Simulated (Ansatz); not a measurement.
Rows from a G0W0 calculation on H on the Te site (charge +1) in CdTe (32-atom cell) (Ansatz 0.2.0; G0W0 on LDA, plane waves, PAW; 2×2×2 mesh, 1253 empty bands, screening to 98 eV), in eV. Spin-orbit coupling is left out.

```tsv
row	k	band	start	Σx	Σc at the solution	Vxc
A	Γ	v5	6.445	-16.832	1.698	-15.002
B	Γ	c5	9.667	-6.193	-3.518	-10.107
C	Γ	v1	7.074	-17.414	1.466	-15.884
D	Γ	c2	9.023	-8.972	-3.604	-13.158
E	Γ	c1	8.036	-9.576	-3.408	-13.650
F	Γ	v4	6.471	-17.019	1.724	-15.162
```

Q: Give the quasiparticle energies and the shift of each level.

The quasiparticle equation reads E = start + Σx + Σc(E) − Vxc.

```tsv
row	E (eV)	shift (eV)
A	6.313	−0.131
B	10.063	+0.396
C	7.010	−0.064
D	9.605	+0.582
E	8.702	+0.666
F	6.337	−0.134
```

Limits: not at the basis limit; charged cell, levels uncorrected; no spin-orbit coupling; coarse k mesh.

[Paths, hosts, dates, memory and timing lines, banners, echoed tables and standing remarks are left out of the program output.]

[Logs are printed without paths, hosts, clocks, repeated set-up lines and the standing remarks that a program may print on its own settings, such as how far it seeks lower states.]

[Runs of the session that timed out or met a known fault of the program may be left out.]

[Cells called generated may have been cut or substituted from an entry of the Crystallography Open Database or the Materials Project.]

[Hosts, paths, dates, database ids (printed as entryN), source tags and the programs' standing remarks are cut or masked in the printed files.]
